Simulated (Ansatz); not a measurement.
# Yb (P6_3/mmc): equation of state

An exercise on one series of results from a longer session: the logs are not shown, and one member is left open.

Computed with Ansatz 0.2.0 (DFT PBE+U (U_eff = 6 eV on Yb 4f), scalar-relativistic, plane waves, PAW, unless a step's input says otherwise).

### Starting point

It takes space group P6_3/mmc (No. 194, hexagonal). Conventional cell: a = 3.856 Å, b = 3.856 Å, c = 6.337 Å, α = 90.00°, β = 90.00°, γ = 120.00°. Yb (site symmetry -6m2) is surrounded by 12 Yb at 3.86 to 3.87 Å.

Structure file:

```
Yb
1.0
     3.85628    0.00000    0.00000
    -1.92814    3.33964    0.00000
     0.00000    0.00000    6.33702
Yb
2
Cartesian
  0.0000 2.2264 1.5843
  1.9281 1.1132 4.7528
```

An earlier run at PBE+U (U_eff = 6 eV on Yb 4f) left this cell at 40.806 Å³/atom and 0.00 GPa (14×14×8 mesh).

Volume factors to run: 0.980, 1.020, 0.960, 1.040.

The first run:

Input file input.yaml:

```yaml
crystal:
  lattice:
    - [3.8303991905, 0.0, 0.0]
    - [-1.9151995953, 3.3172230056, 0.0]
    - [0.0, 0.0, 6.2944901423]
  atoms:
    - { symbol: Yb, position: [0.3333333333, 0.6666666667, 0.25] }
    - { symbol: Yb, position: [0.6666666667, 0.3333333333, 0.75] }
basis:
  ecutwfc: 420
  ecutrho_ratio: 4
kpoints:
  mp_grid: { grid: [14, 14, 8] }
hamiltonian:
  xc: pbe
  hubbard: { sites: [{ species: Yb, l: f, u_eff: 6.0 }] }
scf:
  occupations: { method: gaussian, width: 0.05 }
output:
  forces: true
  stress: true
  eigenvalues: true
  populations: true
relax:
  f_tol: 0.01
  max_steps: 40
  cell: { stress_tol: 0.1, fix: [volume] }
```

Started as:

```console
$ ansatz run input.yaml --threads 2 --pin off --max-ram 5120MiB --backend cpu --events-out ev --progress --plain --runs-dir out
```

Steps of the session up to this table: Scaling the volume by 0.980; Scaling the volume by 1.020; At 0.960 of the relaxed volume; At 1.040 of the relaxed volume.

One of the session's tables, all rows but one given; the rest of the session is left out.

It belongs to the step «Energy and pressure against volume». 

```
volume (Å³/atom)  energy (meV/atom)  pressure (GPa)
          39.174               3.09            0.64
          39.990               0.74            0.30
          40.806               0.00            0.00
          41.622                  ?               ?
          42.438               2.81           -0.54
```

Estimate the missing values for volume (Å³/atom) = 41.622.

Worked estimate for «energy (meV/atom)». A straight line through the neighbours (40.806, 0.00) and (42.438, 2.81) gives 0.00 + (2.81 − 0.00) × (41.622 − 40.806) / (42.438 − 40.806) = 1.41; a parabola fitted to 3 rows on both sides gives 0.69.

As computed: energy (meV/atom): 0.73; pressure (GPa): -0.28. In «energy (meV/atom)» the line misses by +0.68 and the parabola by -0.04.

Limits of these values: Warnings in the runs' records: filled band counts differ across k points.
